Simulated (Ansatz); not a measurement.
# SnO2: the cost of one run

Computed with Ansatz 0.2.0 (DFT LDA, scalar-relativistic, plane waves, PAW, unless a step's input says otherwise).

5 further runs of the same task are left out: 1 that didn't finish, 4 set aside as unsound or not needed.

### 1 The starting structure

Symmetry: P4_2/mnm, No. 136, tetragonal system. Conventional cell: a = 4.721 Å, b = 4.721 Å, c = 3.189 Å, α = 90.00°, β = 90.00°, γ = 90.00°. Sn (site symmetry mmm) has 6 O at 2.04 to 2.05 Å as nearest neighbours. O (site symmetry m2m) is surrounded by 3 Sn at 2.04 to 2.05 Å.

Structure file:

```
Sn O
1.0
     4.72072    0.00000    0.00000
     0.00000    4.72072    0.00000
     0.00000    0.00000    3.18876
Sn O
2 4
Direct
  0.00000 0.00000 0.00000
  0.50000 0.50000 0.50000
  0.30611 0.30611 0.00000
  0.19389 0.80611 0.50000
  0.69389 0.69389 0.00000
  0.80611 0.19389 0.50000
```

This cell was relaxed beforehand with the same method: volume 11.84 Å³/atom, gap on the mesh 1.18 eV.

### 2 Plan of the line

The energy is mapped over two normal modes frozen in (zone-centre modes of the cell shown).

The axes are (1) amplitude of mode 4 (103 cm⁻¹), largest displacement: 11 values from −0.598 Å; (2) amplitude of mode 5 (146 cm⁻¹), largest displacement: 11 values from −0.210 Å.

Nothing else is relaxed (the cell and all other modes fixed). Energies count from the relaxed high-symmetry cell. Points are written as (first, second).

The modes come from a phonon run on the reference cell, made beforehand.

The patterns, per unit of each coordinate (Å):

```
atom      x1      y1     z1     x2     y2      z2
 Sn1   0.000   0.000  0.000  0.000  0.000   1.000
 Sn2   0.000   0.000  0.000  0.000  0.000  -1.000
  O3   0.707  -0.707  0.000  0.000  0.000  -0.582
  O4  -0.707  -0.707  0.000  0.000  0.000   0.582
  O5  -0.707   0.707  0.000  0.000  0.000  -0.582
  O6   0.707   0.707  0.000  0.000  0.000   0.582
```

### 3 Grid point (−0.598 Å, −0.210 Å)

Input file input.yaml:

```yaml
crystal:
  lattice:
    - [4.7207174017, 0.0, 0.0]
    - [0.0, 4.7207174017, 0.0]
    - [0.0, 0.0, 3.1887553105]
  atoms:
    - { symbol: Sn, position: [0.0, 0.0, -0.0658564172] }
    - { symbol: Sn, position: [0.5, 0.5, 0.5658564172] }
    - { symbol: O, position: [0.2165333303, 0.3956797689, 0.0383163468] }
    - { symbol: O, position: [0.2834666697, 0.8956797689, 0.4616836532] }
    - { symbol: O, position: [0.7834666697, 0.6043202311, 0.0383163468] }
    - { symbol: O, position: [0.7165333303, 0.1043202311, 0.4616836532] }
basis:
  ecutwfc: 520.0
kpoints:
  mp_grid: { grid: [6, 6, 8] }
hamiltonian:
  xc: lda
  pseudopotentials: { kind: paw, azcp: { folder: soft_1 } }
scf:
  occupations: { method: gaussian, width: 0.05 }
output:
  forces: true
  stress: true
  eigenvalues: true
  write_density: true
  write_potential: true
  elf: true
  volumetric_format: npy
```

Command:

```
$ ansatz run input.yaml --threads 2 --pin off --max-ram 4096MiB --backend cpu --events-out ev --progress --plain --runs-dir out
```

Q: Estimate wall time and peak memory on 2 threads of Arm Neoverse N1, shared host.

About 27 s, with a peak of 0.43 GiB.
